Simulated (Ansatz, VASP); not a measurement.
WC: VASP beside Ansatz

```
W C
1.0
     2.88024    0.00000    0.00000
    -1.44012    2.49436    0.00000
     0.00000    0.00000    2.81222
W C
1 1
Cartesian
  0.0000 0.0000 0.0000
  1.4401 0.8315 1.4061
```

Alike in both runs: functional r2SCAN; k mesh 18 × 18 × 14; occupations gaussian, width 0.1 eV; no spin polarisation.

Ansatz relaxed the structure, and its values are those at the end. VASP's run is a single point on that final structure, the one shown.

```csv
,VASP,Ansatz
version,VASP 6.6.1,Ansatz 0.2.0
potentials or method,"VASP PAW PBE potentials, release 64 (W_sv, C)","scalar-relativistic, plane waves, PAW"
plane-wave cutoff (eV),520,500
valence electrons in the cell,18,18
```

Ansatz gave:

```
gap on the k mesh at the Fermi level (eV) : none
pressure (GPa)                            : 13.0
```

Task: What did VASP give for the same quantities?

Result: gap on the k mesh at the Fermi level (eV): none; pressure (GPa): 15.2.

A gap of «none» marks a metal or a gap that the smearing closes.

Caveats: so large a pressure means that the cell lies far from this level's equilibrium, or that cutoff or potentials fall short (VASP); the potentials were made for another functional, which shifts forces and pressure (VASP). The runs have no spin-orbit coupling, so splittings on W are missing.
